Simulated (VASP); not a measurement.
# CdS (Greenockite): lattice, stiffness and zone-centre modes

What lattice, stiffness and vibrations does CdS (Greenockite) have at one level of theory? The starting structure is a measured crystal structure from the Crystallography Open Database. All runs use LDA.

Program: VASP 6.6.1. Level of theory: Kohn-Sham DFT with plane waves and PAW; LDA. Results are calculated unless marked as measured.

## Step 1: The structure

The structure is hexagonal, space group P6_3mc (No. 186). The conventional cell has a = 4.137 Å, b = 4.137 Å, c = 6.714 Å, α = 90.00°, β = 90.00°, γ = 120.00°. Nearest to Cd lie 4 S at 2.52 to 2.53 Å. Nearest to S lie 4 Cd at 2.52 to 2.53 Å. Farther neighbours and most contacts between anions are not listed.

As a file:

```cif
data_structure
_symmetry_space_group_name_H-M 'P6_3mc'
_symmetry_Int_Tables_number 186
_cell_length_a 4.1370
_cell_length_b 4.1370
_cell_length_c 6.7144
_cell_angle_alpha 90.000
_cell_angle_beta 90.000
_cell_angle_gamma 120.000
_cell_volume 99.52
loop_
_atom_site_label
_atom_site_type_symbol
_atom_site_symmetry_multiplicity
_atom_site_Wyckoff_symbol
_atom_site_fract_x
_atom_site_fract_y
_atom_site_fract_z
_atom_site_occupancy
Cd1 Cd 2 b 0.33333 0.66667 0.50000 1
S1 S 2 b 0.33333 0.66667 0.87500 1
```

## Step 2: Relaxation

This run starts from the cell of an earlier relaxation, which isn't shown; the restart sets up the plane waves anew.

INCAR reads:

```
SYSTEM = CdS
PREC = Accurate
ENCUT = 500
EDIFF = 1E-07
NELM = 100
ISMEAR = 0
SIGMA = 0.03
LREAL = .FALSE.
ALGO = Normal
GGA = CA
NBANDS = 24
LORBIT = 11
LWAVE = .FALSE.
LCHARG = .FALSE.
KPAR = 8
IBRION = 2
NSW = 50
ISIF = 3
EDIFFG = -0.002
```

POSCAR reads:

```
CdS
1.0
    4.0841231127      0.0000000000      0.0000000000
   -2.0420615563      3.5369543677      0.0000000000
    0.0000000000      0.0000000000      6.6565180653
Cd S
2 2
Direct
    0.3333333333      0.6666666667      0.4995305207
    0.6666666667      0.3333333333      0.9995305207
    0.3333333333      0.6666666667      0.8754694793
    0.6666666667      0.3333333333      0.3754694793
```

KPOINTS reads:

```
Automatic mesh
0
Gamma
6 6 4
0 0 0
```

The projector-augmented-wave data sets are Cd and S (LDA family, release 64).

Started as:

```
mpirun -np 8 vasp_std
```

Output:

```text
[banner, memory and clock lines left out]
running    8 mpi-ranks, on    1 nodes
 distrk:  each k-point on    1 cores,    8 groups
 distr:  one band on    1 cores,    1 groups

 POSCAR found type information on POSCAR CdS
 POSCAR found :  2 types and       4 ions
|                                                                             |
|           W    W    AA    RRRRR   N    N  II  N    N   GGGG   !!!           |
|           W    W   A  A   R    R  NN   N  II  NN   N  G    G  !!!           |
|           W    W  A    A  R    R  N N  N  II  N N  N  G       !!!           |
|           W WW W  AAAAAA  RRRRR   N  N N  II  N  N N  G  GGG   !            |
|           WW  WW  A    A  R   R   N   NN  II  N   NN  G    G                |
|           W    W  A    A  R    R  N    N  II  N    N   GGGG   !!!           |
|                                                                             |
|     For optimal performance we recommend to set                             |
|       NCORE = 2 up to number-of-cores-per-socket                            |
|     NCORE specifies how many cores store one orbital (NPAR=cpu/NCORE).      |
|     This setting can greatly improve the performance of VASP for DFT.       |
|     The default, NCORE=1 might be grossly inefficient on modern             |
|     multi-core architectures or massively parallel machines. Do your        |
|     Unfortunately you need to use the default for GW and RPA                |
|     calculations (for HF NCORE is supported but not extensively tested      |
|     yet).                                                                   |
|                                                                             |

 LDA part: xc-table for (Slater(with rela. corr.)+CA(PZ))
 , standard interpolation
 POSCAR, INCAR and KPOINTS ok, starting setup
 FFT: planning ... GRIDC
 FFT: planning ... GRID_SOFT
 FFT: planning ... GRID
 WAVECAR not read
 entering main loop
       N       E                     dE             d eps       ncg     rms          rms(c)
DAV:   1     0.248668340308E+03    0.24867E+03   -0.17516E+04  1008   0.135E+03
DAV:   2    -0.333193176227E+01   -0.25200E+03   -0.24509E+03  1160   0.344E+02
DAV:   3    -0.157253665278E+02   -0.12393E+02   -0.12356E+02  1240   0.776E+01
DAV:   4    -0.158426862598E+02   -0.11732E+00   -0.11727E+00  1200   0.748E+00
DAV:   5    -0.158448024007E+02   -0.21161E-02   -0.21161E-02  1280   0.949E-01    0.123E+01
DAV:   6    -0.148644804446E+02    0.98032E+00   -0.20607E+00  1352   0.160E+01    0.938E+00
DAV:   7    -0.148320787057E+02    0.32402E-01   -0.76356E-01  1136   0.498E+00    0.364E+00
DAV:   8    -0.148179265219E+02    0.14152E-01   -0.12892E-01  1208   0.363E+00    0.560E-01
DAV:   9    -0.148162104453E+02    0.17161E-02   -0.20289E-02  1304   0.188E+00    0.157E-01
DAV:  10    -0.148159349124E+02    0.27553E-03   -0.12410E-03  1296   0.409E-01    0.781E-02
DAV:  11    -0.148159465158E+02   -0.11603E-04   -0.11519E-04  1184   0.686E-02    0.923E-02
DAV:  12    -0.148159708143E+02   -0.24299E-04   -0.69384E-05  1168   0.410E-02    0.151E-01
DAV:  13    -0.148160683661E+02   -0.97552E-04   -0.12739E-04  1144   0.609E-02    0.319E-01
DAV:  14    -0.148163071680E+02   -0.23880E-03   -0.21330E-04  1080   0.642E-02    0.492E-01
DAV:  15    -0.148162856001E+02    0.21568E-04   -0.79831E-06  1216   0.199E-02    0.480E-01
DAV:  16    -0.148162686777E+02    0.16922E-04   -0.10976E-06  1144   0.461E-03    0.470E-01
DAV:  17    -0.148162196770E+02    0.49001E-04   -0.85807E-06  1048   0.198E-02    0.451E-01
DAV:  18    -0.148161282985E+02    0.91379E-04   -0.31750E-05  1056   0.270E-02    0.348E-01
DAV:  19    -0.148159856420E+02    0.14266E-03   -0.17860E-04  1048   0.570E-02    0.136E-01
DAV:  20    -0.148159604418E+02    0.25200E-04   -0.43290E-05  1176   0.304E-02    0.396E-02
DAV:  21    -0.148159571350E+02    0.33068E-05   -0.38403E-06  1112   0.858E-03    0.146E-02
DAV:  22    -0.148159561401E+02    0.99492E-06   -0.21205E-06  1144   0.690E-03    0.369E-03
DAV:  23    -0.148159560756E+02    0.64462E-07   -0.19907E-07   752   0.392E-03
   1 F= -.14815956E+02 E0= -.14815956E+02  d E =-.148160E+02
 curvature:   0.00 expect dE= 0.000E+00 dE for cont linesearch  0.000E+00
 trial: gam= 0.00000 g(F)=  0.686E-06 g(S)=  0.151E-05 ort = 0.000E+00 (trialstep = 0.100E+01)
 search vector abs. value=  0.219E-05
 reached required accuracy - stopping structural energy minimisation
```

Elapsed: 12 s, on 8 MPI ranks of Intel Xeon Platinum 8259CL at 2.50GHz (Skylake/Cascade Lake), shared host; peak memory 1.7 GiB; 93 s of CPU time.

Lines that name or quote the potential files are left out of all logs, and their timing lines are given in words.

OUTCAR, selected parts (step 2):

```text
ion  position               nearest neighbor table
   1  0.333  0.667  0.500-   4 2.50   4 2.50   4 2.50   3 2.50
   2  0.667  0.333  1.000-   3 2.50   3 2.50   3 2.50   4 2.50
   3  0.333  0.667  0.875-   2 2.50   2 2.50   2 2.50   1 2.50
   4  0.667  0.333  0.375-   1 2.50   1 2.50   1 2.50   2 2.50

  LATTYP: Found a hexagonal cell.
 ALAT       =     4.0841231127
 C/A-ratio  =     1.6298524510

 Subroutine GETGRP returns: Found 12 space group operations
 (whereof  6 operations were pure point group operations)

The static configuration has the point symmetry C_3v.
 The point group associated with its full space group is C_6v.

 Found     21 irreducible k-points:

   k-points           NKPTS =     21   k-points in BZ     NKDIM =     21   number of bands    NBANDS=     24

   dimension x,y,z NGX =    30 NGY =   30 NGZ =   50
   dimension x,y,z NGXF=    60 NGYF=   60 NGZF=  100

   ENCUT  =  500.0 eV  36.75 Ry    6.06 a.u.   7.45  7.45 12.14*2*pi/ulx,y,z

   NELECT =      36.0000    total number of electrons

 k-points in reciprocal lattice and weights: Automatic mesh
   0.00000000  0.00000000  0.00000000       0.007
   0.16666667 -0.00000000  0.00000000       0.042
   0.33333333 -0.00000000  0.00000000       0.042
   0.50000000 -0.00000000  0.00000000       0.021
   0.16666667  0.16666667  0.00000000       0.042
   0.33333333  0.16666667  0.00000000       0.083
   0.33333333  0.33333333  0.00000000       0.014
   0.00000000  0.00000000  0.25000000       0.014
   0.16666667 -0.00000000  0.25000000       0.083
[...]
0.33333333  0.16666667  0.50000000       0.083
   0.33333333  0.33333333  0.50000000       0.014

 average (electrostatic) potential at core
       1 -39.9074       2 -39.9074       3 -89.6282       4 -89.6282

 E-fermi :   1.5516

 k-point     1 :       0.0000    0.0000    0.0000
  band No.  band energies     occupation
    ...
     14       0.5855      2.00000
     15       0.5855      2.00000
     16       1.3497      2.00000
     17       1.4103      2.00000
     18       1.4103      2.00000
     19       2.4467      0.00000
     20       4.0337      0.00000
     21       7.6988      0.00000
     22       7.6988      0.00000
     23       7.9828      0.00000
    ...

 k-point     2 :       0.1667   -0.0000    0.0000
  band No.  band energies     occupation
    ...
     14      -0.4737      2.00000
     15       0.1186      2.00000
     16       0.2380      2.00000
     17       1.1294      2.00000
     18       1.2033      2.00000
     19       3.6511      0.00000
     20       4.9510      0.00000
     21       6.9540      0.00000
     22       8.0416      0.00000
     23       8.0858      0.00000
    ...

 k-point     3 :       0.3333   -0.0000    0.0000
  band No.  band energies     occupation
    ...
     14      -1.7935      2.00000
     15      -1.3115      2.00000
     16      -0.3604      2.00000
     17       0.4928      2.00000
     18       0.7888      2.00000
     19       4.7325      0.00000
     20       5.2263      0.00000
     21       6.5828      0.00000
     22       7.4726      0.00000
     23       8.3388      0.00000
    ...

  Total        0.0076517      0.0076517      0.0028042      0.0000000     -0.0000000      0.0000000
  in kB        0.1274957      0.1274957      0.0467244      0.0000000     -0.0000000      0.0000000
  external PRESSURE =       0.1005720 kB  Pullay stress =       0.0000000 kB

  energy-cutoff  :      500.00
  volume of cell :       96.16
      direct lattice vectors                 reciprocal lattice vectors
     4.084123113  0.000000000  0.000000000     0.244850601  0.141364561  0.000000000
    -2.042061556  3.536954368  0.000000000     0.000000000  0.282729121  0.000000000
     0.000000000  0.000000000  6.656518065     0.000000000  0.000000000  0.150228692

 POSITION                                       TOTAL-FORCE (eV/Angst)
 -----------------------------------------------------------------------------------
     -0.00000      2.35797      3.32513        -0.000000     -0.000000     -0.001885
      2.04206      1.17898      6.65339         0.000000      0.000000     -0.001885
     -0.00000      2.35797      5.82758         0.000000      0.000000      0.001885
      2.04206      1.17898      2.49932        -0.000000     -0.000000      0.001885
 -----------------------------------------------------------------------------------
    total drift:                                0.000000      0.000000      0.000723

  FREE ENERGIE OF THE ION-ELECTRON SYSTEM (eV)
  ---------------------------------------------------
  free  energy   TOTEN  =       -14.8159560756 eV

  energy  without entropy=      -14.8159560756  energy(sigma->0) =      -14.81595608

 reached required accuracy - stopping structural energy minimisation

 total charge
# of ion       s       p       d       tot
------------------------------------------
    1        0.446   0.353   9.554  10.353
    2        0.446   0.353   9.554  10.353
    3        1.322   2.392   0.000   3.714
    4        1.322   2.392   0.000   3.714
--------------------------------------------------
tot          3.536   5.490  19.109  28.134

[... 3 further parts left out ...]
```

The run keeps the 12 symmetry operations of its start, so it cannot find a distortion of lower symmetry.

The relaxed cell holds 24.039 Å³ an atom, with a = 4.084 Å (-1.3 % against the database cell) and c = 6.657 Å (-0.9 % against the database cell). Pressures at 0.985 and 1.015 times this volume, from two more relaxations that aren't shown, give a bulk modulus of 73.0 GPa.

## Step 3: Elastic constants

INCAR reads:

```
SYSTEM = CdS
PREC = Accurate
ENCUT = 700
EDIFF = 1E-08
NELM = 100
ISMEAR = 0
SIGMA = 0.03
LREAL = .FALSE.
ALGO = Normal
GGA = CA
NBANDS = 24
LORBIT = 11
LWAVE = .FALSE.
LCHARG = .FALSE.
KPAR = 8
IBRION = 6
NFREE = 2
POTIM = 0.015
ISIF = 3
NSW = 1
```

POSCAR is that of step 2.

KPOINTS reads:

```
Automatic mesh
0
Gamma
9 9 4
0 0 0
```

Started as:

```
mpirun -np 8 vasp_std
```

Output:

```text
[banner, memory and clock lines left out]
running    8 mpi-ranks, on    1 nodes
[...]
[... a notice as in an earlier step ...]

 LDA part: xc-table for (Slater(with rela. corr.)+CA(PZ))
 , standard interpolation
 POSCAR, INCAR and KPOINTS ok, starting setup
[...]
entering main loop
       N       E                     dE             d eps       ncg     rms          rms(c)
DAV:   1     0.293364238588E+03    0.29336E+03   -0.20737E+04  1728   0.175E+03
DAV:   2     0.424232598904E+00   -0.29294E+03   -0.28296E+03  1936   0.383E+02
DAV:   3    -0.156731382472E+02   -0.16097E+02   -0.16019E+02  2136   0.891E+01
DAV:   4    -0.158440862514E+02   -0.17095E+00   -0.17084E+00  2008   0.905E+00
[...]
DAV:  21    -0.148191293028E+02    0.49000E-06   -0.85226E-07  2128   0.412E-03    0.467E-03
DAV:  22    -0.148191292379E+02    0.64940E-07   -0.14206E-07  1936   0.282E-03    0.183E-03
DAV:  23    -0.148191292345E+02    0.34183E-08   -0.18889E-08  1408   0.858E-04
   1 F= -.14819129E+02 E0= -.14819129E+02  d E =-.416780E-19
[...]
2 F= -.14810651E+02 E0= -.14810651E+02  d E =-.597069E-13
   3 F= -.14809840E+02 E0= -.14809840E+02  d E =-.146587E-13
   4 F= -.14810691E+02 E0= -.14810691E+02  d E =-.370671E-12
   5 F= -.14809832E+02 E0= -.14809832E+02  d E =-.457864E-16
   6 F= -.14809892E+02 E0= -.14809892E+02  d E =-.330732E-16
   7 F= -.14808374E+02 E0= -.14808374E+02  d E =-.140024E-14
   8 F= -.14816170E+02 E0= -.14816170E+02  d E =-.132782E-17
   9 F= -.14816170E+02 E0= -.14816170E+02  d E =-.132903E-17
  10 F= -.14817311E+02 E0= -.14817311E+02  d E =-.125218E-19
  11 F= -.14817311E+02 E0= -.14817311E+02  d E =-.125180E-19
  12 F= -.14817312E+02 E0= -.14817312E+02  d E =-.338181E-20
  13 F= -.14817312E+02 E0= -.14817312E+02  d E =-.338244E-20
  14 F= -.14818504E+02 E0= -.14818504E+02  d E =-.113939E-19
  15 F= -.14818504E+02 E0= -.14818504E+02  d E =-.113755E-19
  16 F= -.14818267E+02 E0= -.14818267E+02  d E =-.103587E-19
  17 F= -.14818392E+02 E0= -.14818392E+02  d E =-.499583E-18
  18 F= -.14818433E+02 E0= -.14818433E+02  d E =-.865384E-11
  19 F= -.14818433E+02 E0= -.14818433E+02  d E =-.866089E-11
  20 F= -.14818281E+02 E0= -.14818281E+02  d E =-.429890E-18
  21 F= -.14818153E+02 E0= -.14818153E+02  d E =-.907645E-20
 Finite differences progress:
  Degree of freedom:  10/ 10
  Displacement:        2/  2
  Total:              20/ 20
```

Elapsed: 10 min, on 8 MPI ranks; peak memory 7.4 GiB; 81 min of CPU time.

Parts of OUTCAR (step 3):

```text
  Total       -0.0605183     -0.0605183      0.1454080     -0.0000000      0.0000000      0.0000000
  in kB       -1.0083746     -1.0083746      2.4228324     -0.0000000      0.0000000      0.0000000
  external PRESSURE =       0.1353611 kB  Pullay stress =       0.0000000 kB

 POSITION                                       TOTAL-FORCE (eV/Angst)
 -----------------------------------------------------------------------------------
     -0.00000      2.35797      3.32513         0.000000     -0.000000     -0.067600
      2.04206      1.17898      6.65339         0.000000     -0.000000     -0.022262
     -0.00000      2.35797      5.81258        -0.000000      0.000000      0.127871
      2.04206      1.17898      2.49932         0.000000      0.000000     -0.038010
 -----------------------------------------------------------------------------------
    total drift:                               -0.000000     -0.000000      0.000449

  FREE ENERGIE OF THE ION-ELECTRON SYSTEM (eV)
  ---------------------------------------------------
  free  energy   TOTEN  =       -14.8181525588 eV

  energy  without entropy=      -14.8181525588  energy(sigma->0) =      -14.81815256

[... 3 further parts left out ...]
[key lines of the parts left out:]
E-fermi :   1.5918
```

The last energy, forces and stress in OUTCAR belong to the last displaced cell, not to that of POSCAR.

The elastic tensor has C11 = 93.5, C12 = 58.3, C44 = 15.7 GPa, among others; its Hill averages are a bulk modulus of 67.9 and a shear modulus of 18.3 GPa.

## Step 4: Modes of the relaxed cell

INCAR reads:

```
SYSTEM = CdS
PREC = Accurate
ENCUT = 500
EDIFF = 1E-08
NELM = 100
ISMEAR = 0
SIGMA = 0.03
LREAL = .FALSE.
ALGO = Normal
GGA = CA
NBANDS = 24
LORBIT = 11
LWAVE = .FALSE.
LCHARG = .FALSE.
KPAR = 8
IBRION = 8
LEPSILON = .TRUE.
LPEAD = .TRUE.
ISIF = 2
```

POSCAR is that of step 3.

KPOINTS reads:

```
Automatic mesh
0
Gamma
10 10 6
0 0 0
```

Started as:

```
mpirun -np 8 vasp_std
```

Output:

```text
[... set-up lines as in an earlier step ...]
 entering main loop
       N       E                     dE             d eps       ncg     rms          rms(c)
DAV:   1     0.246513056052E+03    0.24651E+03   -0.17533E+04  2688   0.135E+03
DAV:   2    -0.301207100661E+01   -0.24953E+03   -0.24182E+03  3040   0.340E+02
DAV:   3    -0.157238663698E+02   -0.12712E+02   -0.12669E+02  3384   0.783E+01
DAV:   4    -0.158441393400E+02   -0.12027E+00   -0.12022E+00  3080   0.751E+00
[...]
DAV:  22    -0.148192629954E+02    0.10146E-05   -0.27128E-06  3152   0.102E-02    0.664E-03
DAV:  23    -0.148192629898E+02    0.55984E-08   -0.17447E-07  3056   0.319E-03    0.350E-03
DAV:  24    -0.148192629800E+02    0.98239E-08   -0.30736E-08  3144   0.101E-03
   1 F= -.14819263E+02 E0= -.14819263E+02  d E =-.466511E-13
 Linear response reoptimize wavefunctions to high precision
DAV:   1    -0.148192629798E+02    0.21737E-09   -0.30298E-09  1864   0.624E-04
DAV:   2    -0.148192629798E+02    0.54570E-11   -0.34178E-10  1512   0.124E-04
 Linear response to external field (no local field effect), progress :
[...]
RMM:  13    -0.106263804158E+00    0.26083E-08   -0.22632E-09 16916   0.219E-06    0.303E-07
 first order change of Fermi-energy  -0.29268E-04
 force on displaced ion       3 direction 1 :  -6.184   0.000   0.000
 Born effective charge ion    3 direction 1 :  -2.075  -0.000  -0.000
 Linear response progress:
  Degree of freedom:   4/  4
       N       E                     dE             d eps       ncg     rms          rms(c)
RMM:   1    -0.122580462830E+00   -0.12258E+00    0.36410E-02  8702   0.164E+00
RMM:   2    -0.120309400452E+00    0.22711E-02   -0.34128E-03  5321   0.373E-01    0.217E-01
RMM:   3    -0.120489266458E+00   -0.17987E-03   -0.23341E-04  5648   0.709E-02    0.118E-01
RMM:   4    -0.120702360174E+00   -0.21309E-03   -0.99762E-05  5759   0.436E-02    0.248E-02
[...]
RMM:  11    -0.120670425011E+00    0.16843E-07   -0.17812E-08  6032   0.135E-05    0.452E-06
RMM:  12    -0.120670456593E+00   -0.31582E-07    0.52437E-10  5486   0.445E-06    0.237E-06
RMM:  13    -0.120670449160E+00    0.74335E-08    0.24260E-08  4499   0.223E-06    0.576E-07
 first order change of Fermi-energy  -0.41889E+00
 force on displaced ion       3 direction 3 :   0.000  -0.000  -8.113
 Born effective charge ion    3 direction 3 :  -0.000  -0.000  -2.171
 Born effective charges drift removed
 Linear response finished
```

It took 9.4 min on 8 MPI ranks; peak memory 11 GiB; 75 min of CPU time.

OUTCAR, selected parts (step 4):

```text
  Total       -0.0022892     -0.0022892      0.0101487     -0.0000000      0.0000000      0.0000000
  in kB       -0.0381428     -0.0381428      0.1691007     -0.0000000      0.0000000      0.0000000
  external PRESSURE =       0.0309384 kB  Pullay stress =       0.0000000 kB

 POSITION                                       TOTAL-FORCE (eV/Angst)
 -----------------------------------------------------------------------------------
     -0.00000      2.35797      3.32513        -0.000000      0.000000     -0.003115
      2.04206      1.17898      6.65339         0.000000     -0.000000     -0.003115
     -0.00000      2.35797      5.82758        -0.000000      0.000000      0.003115
      2.04206      1.17898      2.49932         0.000000      0.000000      0.003115
 -----------------------------------------------------------------------------------
    total drift:                                0.000000      0.000000      0.000748

 MACROSCOPIC STATIC DIELECTRIC TENSOR (including local field effects in DFT)
 ------------------------------------------------------
           6.322258     0.000000    -0.000000
           0.000000     6.322258     0.000000
           0.000000     0.000000     6.417636
 ------------------------------------------------------

 MACROSCOPIC STATIC DIELECTRIC TENSOR IONIC CONTRIBUTION
 ------------------------------------------------------
           2.846607     0.000000    -0.000000
           0.000000     2.846607     0.000000
          -0.000000     0.000000     3.292219
 ------------------------------------------------------

[... 1 part as in an earlier step ...]

[... 1 further part left out ...]
```

The zone-centre modes at 24.039 Å³ an atom are B1 (2) 307.2, E2 (2) 261.5, E1 248.8, A1 242.2, B1 (1) 137.8, E2 (1) 43.4 cm⁻¹.

[end of part 1 of 2]

[Lines on the potential files, build, host, timing and source positions are cut from VASP's logs without a mark.]

[Logs are printed without paths, hosts, clocks, repeated set-up lines and the standing remarks that a program may print on its own settings, such as how far it seeks lower states.]

[Hosts, paths, dates, database ids (printed as entryN), source tags and the programs' standing remarks are cut or masked in the printed files.]
